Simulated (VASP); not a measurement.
# PbI2 (P-3m1) in VASP: settings compared

One crystal, PbI2, is run at these levels: PBE, LDA; tasks: band structure.

Everything below comes from runs of VASP 6.6.1. Logs are shortened: lines on timing, memory, paths and dates and some standing lists are left out, and cuts for length are marked.

**1. The structure**

It takes space group P-3m1 (No. 164, trigonal). Conventional cell: a = 4.538 Å, b = 4.538 Å, c = 7.070 Å, α = 90.00°, β = 90.00°, γ = 120.00°. Around Pb (site symmetry -3m) lie 6 I at 3.22 Å. Around I (site symmetry 3m) lie 3 Pb at 3.22 Å.

**2. Band structure, PBE**

The input, INCAR:

```
ALGO = Normal
EDIFF = 1E-6
ENCUT = 520
GGA = PE
ISIF = 2
ISMEAR = 0
KPAR = 2
LASPH = True
LCHARG = False
LREAL = False
LWAVE = False
NELM = 80
PREC = Accurate
SIGMA = 0.03
```

The input, KPOINTS:

```
k-points
0
Gamma
  9 9 4
```

The input, POSCAR:

```
PbI2                                    
1.0
    4.5376270973     -0.0000000000      0.0000000000
   -2.2688135486      3.9297003392      0.0000000000
   -0.0000000000      0.0000000000      7.0703699368
  Pb              I             
     1     2
Direct
     0.0000000000000000    0.0000000000000000    0.0000000000000000
     0.3333333332999970    0.6666666667000030    0.2638301657333840
     0.6666666667000030    0.3333333332999970    0.7361698342666161
```

The input, KPOINTS_OPT:

```
explicit points
168
Reciprocal
 0.0000000000  0.0000000000  0.0000000000 1
 0.0555555556  0.0000000000  0.0000000000 1
 0.1111111111  0.0000000000  0.0000000000 1
 0.1666666667  0.0000000000  0.0000000000 1
 0.2222222222  0.0000000000  0.0000000000 1
 0.2777777778  0.0000000000  0.0000000000 1
[... 160 lines left out ...]
 0.5000000000  0.0000000000  0.0388648400 1
 0.5000000000  0.0000000000 -0.0388648400 1
```

Potentials or basis: VASP PAW PBE potentials, release 64 (Pb_d, I).

Run with:

```bash
> cat potpaw_PBE.64/Pb_d/POTCAR potpaw_PBE.64/I/POTCAR > POTCAR
> mpirun -np 2 vasp_std > vasp.out
```

OUTCAR:

```text
EDIFF = 1E-6
   ENCUT = 520
   GGA = PE
   ISIF = 2
   ISMEAR = 0
   LASPH = True
   LREAL = False
   NELM = 80
   PREC = Accurate

 ion  position               nearest neighbor table
   1  0.000  0.000  0.000-   2 3.22   3 3.22   3 3.22   2 3.22   3 3.22   2 3.22
   2  0.333  0.667  0.264-   1 3.22   1 3.22   1 3.22
   3  0.667  0.333  0.736-   1 3.22   1 3.22   1 3.22

  LATTYP: Found a hexagonal cell.
 ALAT       =     4.5376270973
 C/A-ratio  =     1.5581646057

  Lattice vectors:

 A1 = (   4.5376270973,   0.0000000000,   0.0000000000)
 A2 = (  -2.2688135486,   3.9297003392,   0.0000000000)
 A3 = (   0.0000000000,   0.0000000000,   7.0703699368)

Analysis of symmetry for initial positions (statically):
=====================================================================
 Subroutine PRICEL returns:
 Original cell was already a primitive cell.

 Routine SETGRP: Setting up the symmetry group for a
 hexagonal supercell.

 Subroutine GETGRP returns: Found 12 space group operations
 (whereof 12 operations were pure point group operations)
 out of a pool of 24 trial point group operations.

The static configuration has the point symmetry D_3d.

Analysis of symmetry for dynamics (positions and initial velocities):
=====================================================================
 Subroutine PRICEL returns:
 Original cell was already a primitive cell.

 Routine SETGRP: Setting up the symmetry group for a
 hexagonal supercell.

 Subroutine GETGRP returns: Found 12 space group operations
 (whereof 12 operations were pure point group operations)
 out of a pool of 24 trial point group operations.

The dynamic configuration has the point symmetry D_3d.

 Subroutine INISYM returns: Found 12 space group operations
 (whereof 12 operations are pure point group operations),
 and found     1 'primitive' translations

----------------------------------------------------------------------------------------

                                     Primitive cell

  volume of cell :     126.0754

  direct lattice vectors                    reciprocal lattice vectors
     4.537627097  0.000000000  0.000000000     0.220379502  0.127236165  0.000000000
    -2.268813549  3.929700339  0.000000000     0.000000000  0.254472330  0.000000000
     0.000000000  0.000000000  7.070369937     0.000000000  0.000000000  0.141435315

  length of vectors
     4.537627097  4.537627097  7.070369937     0.254472330  0.254472330  0.141435315

  position of ions in fractional coordinates (direct lattice)
     0.000000000  0.000000000  0.000000000
     0.333333333  0.666666667  0.263830166
     0.666666667  0.333333333  0.736169834

  ion indices of the primitive-cell ions
   primitive index   ion index
                 1           1
                 2           2
                 3           3

----------------------------------------------------------------------------------------

 KPOINTS: k-points

Automatic generation of k-mesh.
 Grid dimensions read from file:
 generate k-points for:    9    9    4

 Generating k-lattice:

  Cartesian coordinates                     Fractional coordinates (reciprocal lattice)
     0.024486611  0.014137352  0.000000000     0.111111111 -0.000000000  0.000000000
     0.000000000  0.028274703  0.000000000     0.000000000  0.111111111  0.000000000
     0.000000000  0.000000000  0.035358829     0.000000000  0.000000000  0.250000000

  Length of vectors
     0.028274703  0.028274703  0.035358829

  Shift w.r.t. Gamma in fractional coordinates (k-lattice)
     0.000000000  0.000000000  0.000000000

 Subroutine IBZKPT returns following result:
 ===========================================

 Found     43 irreducible k-points:

 Following reciprocal coordinates:
            Coordinates               Weight
  0.000000  0.000000  0.000000      1.000000
  0.111111 -0.000000  0.000000      6.000000
  0.222222 -0.000000  0.000000      6.000000
  0.333333  0.000000  0.000000      6.000000
  0.444444 -0.000000  0.000000      6.000000
  0.111111  0.111111  0.000000      6.000000
[... 16 lines left out ...]
  0.222222  0.111111  0.250000     12.000000
 -0.111111  0.333333  0.250000     12.000000
 [... further k-points ...]
   k-points           NKPTS =     43   k-points in BZ     NKDIM =     43   number of bands    NBANDS=     18
   number of dos      NEDOS =    301   number of ions     NIONS =      3
   total plane-waves  NPLWV =  69984
   dimension x,y,z NGX =    36 NGY =   36 NGZ =   54
   dimension x,y,z NGXF=    72 NGYF=   72 NGZF=  108
   ions per type =               1   2
   NGX,Y,Z   is equivalent  to a cutoff of  13.19, 13.19, 12.70 a.u.
   NGXF,Y,Z  is equivalent  to a cutoff of  26.38, 26.38, 25.39 a.u.
 SYSTEM =  unknown system
   PREC   = accura    normal or accurate (medium, high low for compatibility)
   ISTART =      0    job   : 0-new  1-cont  2-samecut
   ICHARG =      2    charge: 1-file 2-atom 10-const
   ISPIN  =      1    spin polarized calculation?
   LNONCOLLINEAR =      F non collinear calculations
   LSORBIT =      F    spin-orbit coupling
   LASPH  =      T    aspherical Exc in radial PAW
   ENCUT  =  520.0 eV  38.22 Ry    6.18 a.u.   8.44  8.44 13.15*2*pi/ulx,y,z
   NELM   =     80;   NELMIN=  2; NELMDL= -5     # of ELM steps
   EDIFF  = 0.1E-05   stopping-criterion for ELM
   LREAL  =      F    real-space projection
   EDIFFG = 0.1E-04   stopping-criterion for IOM
   NSW    =      0    number of steps for IOM
   IBRION =     -1    ionic relax: 0-MD 1-quasi-New 2-CG
   NFREE  =      0    steps in history (QN), initial steepest desc. (CG)
   ISIF   =      2    stress and relaxation
   ISYM   =      2    0-nonsym 1-usesym 2-fastsym
   POTIM  = 0.5000    time-step for ionic-motion
   TEBEG  =    0.0;   TEEND  =   0.0 temperature during run
   PSTRESS=    0.0 pullay stress
   NELECT =      28.0000    total number of electrons
   NUPDOWN=      -1.0000    fix difference up-down
   EMIN   =  10.00;   EMAX   =-10.00  energy-range for DOS
   EFERMI =   0.00;   METHOD = LEGACY
   ISMEAR =     0;   SIGMA  =   0.03  broadening in eV -4-tet -1-fermi 0-gaus
   EFERMI_NEDOS =   21; number of points for ismear=-14 and -15
   IALGO  =     38    algorithm
   IMIX   =      4    mixing-type and parameters
     AMIX     =   0.40;   BMIX     =  1.00
     AMIX_MAG =   1.60;   BMIX_MAG =  1.00
  volume/ion in A,a.u.               =      42.03       283.60
  Fermi-wavevector in a.u.,A,eV,Ry     =   0.991404  1.873482 13.372923  0.982882
  Thomas-Fermi vector in A             =   2.123143
   LORBIT       =      0    0 simple, 1 ext, 2 COOP (PROOUT), +10 PAW based schemes
   GGA     = PE    functional components
   LHFCALC =     F    Hartree Fock is set to
   AEXX    =    0.0000 exact exchange contribution
   IVDW    =     0    specifies the selected vdW correction
   LEPSILON=     F    determine dielectric tensor
   LRPA    =     F    only Hartree local field effects (RPA)
 non-spin polarized calculation
 Gauss-broadening in eV      SIGMA  =   0.03
  energy-cutoff  :      520.00
  volume of cell :      126.08
 maximum number of plane-waves:      3446
 NGX is ok and might be reduce to    36
   NGX = 17   NGY = 17   NGZ = 27

 number of electron      28.0000004 magnetization

 Free energy of the ion-electron system (eV)
  ---------------------------------------------------
  ext. energy  EPLUGINS =         0.00000000
  ---------------------------------------------------
  free energy    TOTEN  =        -8.55641148 eV

  energy without entropy =       -8.55641148  energy(sigma->0) =       -8.55641148

 E-fermi :   2.7599     XC(G=0):  -8.1012

 val. band max:        2.6309150538   @ k =   0.0000   0.0000   0.5000
 cond. band min:       4.8818236930   @ k =   0.0000   0.0000   0.5000
 fundamental gap:      2.2509086392
 Fermi energy:         2.7598649607

 k-point     1 :       0.0000    0.0000    0.0000
  band No.  band energies     occupation
      1     -13.4879      2.00000
      2     -13.4879      2.00000
      3     -13.4722      2.00000
      4     -13.4650      2.00000
      5     -13.4650      2.00000
      6      -9.5863      2.00000
[... 10 lines left out ...]
     17       5.9998      0.00000
     18       9.0215      0.00000

 k-point     2 :       0.1111   -0.0000    0.0000
  band No.  band energies     occupation
      1     -13.4924      2.00000
      2     -13.4862      2.00000
      3     -13.4707      2.00000
      4     -13.4661      2.00000
      5     -13.4644      2.00000
      6      -9.5293      2.00000
[... 10 lines left out ...]
     17       6.0848      0.00000
     18       9.4207      0.00000

 k-point     3 :       0.2222   -0.0000    0.0000
  band No.  band energies     occupation
      1     -13.5047      2.00000
      2     -13.4827      2.00000
      3     -13.4702      2.00000
      4     -13.4649      2.00000
      5     -13.4621      2.00000
      6      -9.3709      2.00000
[... 10 lines left out ...]
     17       6.2402      0.00000
     18       8.6504      0.00000

 k-point     4 :       0.3333    0.0000    0.0000
  band No.  band energies     occupation
      1     -13.5193      2.00000
      2     -13.4808      2.00000
      3     -13.4725      2.00000
      4     -13.4600      2.00000
      5     -13.4574      2.00000
      6      -9.1536      2.00000
[... 10 lines left out ...]
     17       6.8209      0.00000
     18       8.0725      0.00000

 k-point     5 :       0.4444   -0.0000    0.0000
  band No.  band energies     occupation
      1     -13.5288      2.00000
      2     -13.4803      2.00000
      3     -13.4741      2.00000
      4     -13.4565      2.00000
      5     -13.4535      2.00000
      6      -8.9631      2.00000
[... 10 lines left out ...]
     17       7.2382      0.00000
     18       7.7585      0.00000

 k-point     6 :       0.1111    0.1111    0.0000
  band No.  band energies     occupation
      1     -13.5000      2.00000
      2     -13.4847      2.00000
      3     -13.4684      2.00000
      4     -13.4676      2.00000
      5     -13.4625      2.00000
      6      -9.4214      2.00000
[... 10 lines left out ...]
     17       6.2513      0.00000
     18       9.0151      0.00000

 k-point     7 :       0.2222    0.1111    0.0000
  band No.  band energies     occupation
      1     -13.5118      2.00000
      2     -13.4839      2.00000
      3     -13.4699      2.00000
      4     -13.4644      2.00000
      5     -13.4582      2.00000
      6      -9.2317      2.00000
[... 10 lines left out ...]
     17       6.5306      0.00000
     18       8.5134      0.00000

 k-point     8 :       0.3333    0.1111    0.0000
  band No.  band energies     occupation
      1     -13.5225      2.00000
      2     -13.4841      2.00000
      3     -13.4718      2.00000
      4     -13.4595      2.00000
      5     -13.4548      2.00000
      6      -9.0200      2.00000
[... 10 lines left out ...]
     17       7.0355      0.00000
     18       8.0918      0.00000
[... 229 lines left out ...]
     17       7.0726      0.00000
     18       8.5570      0.00000

 k-point    20 :       0.4444   -0.0000    0.2500
  band No.  band energies     occupation
      1     -13.5290      2.00000
      2     -13.4803      2.00000
      3     -13.4741      2.00000
      4     -13.4565      2.00000
      5     -13.4535      2.00000
      6      -8.9314      2.00000
[... 10 lines left out ...]
     17       6.5715      0.00000
     18       7.9830      0.00000

 k-point    21 :       0.0000    0.4444    0.2500
  band No.  band energies     occupation
      1     -13.5290      2.00000
      2     -13.4804      2.00000
      3     -13.4741      2.00000
      4     -13.4565      2.00000
      5     -13.4535      2.00000
      6      -8.9354      2.00000
[... 10 lines left out ...]
     17       6.9317      0.00000
     18       8.1495      0.00000

 k-point    22 :       0.1111    0.1111    0.2500
  band No.  band energies     occupation
      1     -13.5000      2.00000
      2     -13.4847      2.00000
      3     -13.4684      2.00000
      4     -13.4676      2.00000
      5     -13.4625      2.00000
      6      -9.3641      2.00000
[... 10 lines left out ...]
     17       6.3153      0.00000
     18       8.8877      0.00000

 k-point    23 :       0.2222    0.1111    0.2500
  band No.  band energies     occupation
      1     -13.5119      2.00000
      2     -13.4839      2.00000
      3     -13.4699      2.00000
      4     -13.4644      2.00000
      5     -13.4582      2.00000
      6      -9.1824      2.00000
[... 10 lines left out ...]
     17       6.5288      0.00000
     18       8.4098      0.00000

 k-point    24 :      -0.1111    0.3333    0.2500
  band No.  band energies     occupation
      1     -13.5119      2.00000
      2     -13.4839      2.00000
      3     -13.4699      2.00000
      4     -13.4644      2.00000
      5     -13.4582      2.00000
      6      -9.1832      2.00000
[... 10 lines left out ...]
     17       6.8554      0.00000
     18       8.8971      0.00000

 [... further k-points ...]

------------------------ aborting loop because EDIFF is reached ----------------------------------------

  FORCE on cell =-STRESS in cart. coord.  units (eV):
  Direction    XX          YY          ZZ          XY          YZ          ZX
  --------------------------------------------------------------------------------------
  -------------------------------------------------------------------------------------
  Total        1.3945762      1.3945762      1.3230568      0.0000000      0.0000000      0.0000000
  in kB       17.7223971     17.7223971     16.8135215      0.0000000      0.0000000      0.0000000
  external PRESSURE =      17.4194385 kB  Pullay stress =       0.0000000 kB

 VOLUME and BASIS-vectors are now :
 -----------------------------------------------------------------------------
  energy-cutoff  :      520.00
  volume of cell :      126.08
      direct lattice vectors                 reciprocal lattice vectors
     4.537627097  0.000000000  0.000000000     0.220379502  0.127236165  0.000000000
    -2.268813549  3.929700339  0.000000000     0.000000000  0.254472330  0.000000000
     0.000000000  0.000000000  7.070369937     0.000000000  0.000000000  0.141435315

 POSITION                                       TOTAL-FORCE (eV/Angst)
 -----------------------------------------------------------------------------------
      0.00000      0.00000      0.00000        -0.000000      0.000000      0.000000
     -0.00000      2.61980      1.86538         0.000000     -0.000000      0.163218
      2.26881      1.30990      5.20499        -0.000000      0.000000     -0.163218
 -----------------------------------------------------------------------------------
    total drift:                                0.000000      0.000000      0.000000

  FREE ENERGIE OF THE ION-ELECTRON SYSTEM (eV)
  ---------------------------------------------------
  free  energy   TOTEN  =        -8.5564114791 eV

  energy  without entropy=       -8.5564114791  energy(sigma->0) =       -8.55641148
```

Run time: 63 s. Hardware: 2 MPI ranks of Intel Xeon 6975P-C (Granite Rapids), shared host; peak memory 0.35 GiB.

Results:

| Quantity | Value |
| --- | --- |
| Free energy | -8.5564 eV |
| Pressure | 1.7 GPa |
| Largest force | 0.163 eV/Å |
| Band gap on the k mesh | 2.25 eV, direct |
| Band gap along the path | 2.25 eV, direct |

Forces on the atoms (eV/Å):
```
Pb   0.000  0.000  0.000
I    0.000  0.000  0.163
I    0.000  0.000 -0.163
```

Stress tensor (GPa, compression positive):
```
1.77 0.00 0.00
0.00 1.77 0.00
0.00 0.00 1.68
```

Levels at the corners of the path, in eV from the valence-band top:
```
point  band 12  band 13  band 14  band 15  band 16  band 17
    Γ    -0.90    -0.90    -0.77     2.49     3.37     3.37
    M    -1.56    -0.79    -0.41     2.87     3.70     4.67
    M    -1.56    -0.79    -0.41     2.87     3.70     4.67
    K    -1.61    -1.61    -0.68     4.25     4.25     4.59
    K    -1.61    -1.61    -0.68     4.25     4.25     4.59
    Γ    -0.90    -0.90    -0.77     2.49     3.37     3.37
    Γ    -0.90    -0.90    -0.77     2.49     3.37     3.37
    A    -0.74    -0.74     0.00     2.25     3.20     3.20
    A    -0.74    -0.74     0.00     2.25     3.20     3.20
    L    -1.32    -1.12    -0.72     3.21     3.72     4.13
    L    -1.32    -1.12    -0.72     3.21     3.72     4.13
    H    -0.81    -0.81    -0.12     3.34     3.34     4.18
    H    -0.81    -0.81    -0.12     3.34     3.34     4.18
    A    -0.74    -0.74     0.00     2.25     3.20     3.20
    L    -1.32    -1.12    -0.72     3.21     3.72     4.13
    M    -1.56    -0.79    -0.41     2.87     3.70     4.67
    K    -1.61    -1.61    -0.68     4.25     4.25     4.59
    H    -0.81    -0.81    -0.12     3.34     3.34     4.18
```

Caveat: spin-orbit coupling is left out, which as a rule narrows the gap of such compounds by several tenths of an eV; this functional lacks dispersion, which binds the layers, so the pressure and a relaxed spacing across them are unreliable.

[end of part 1 of 2]
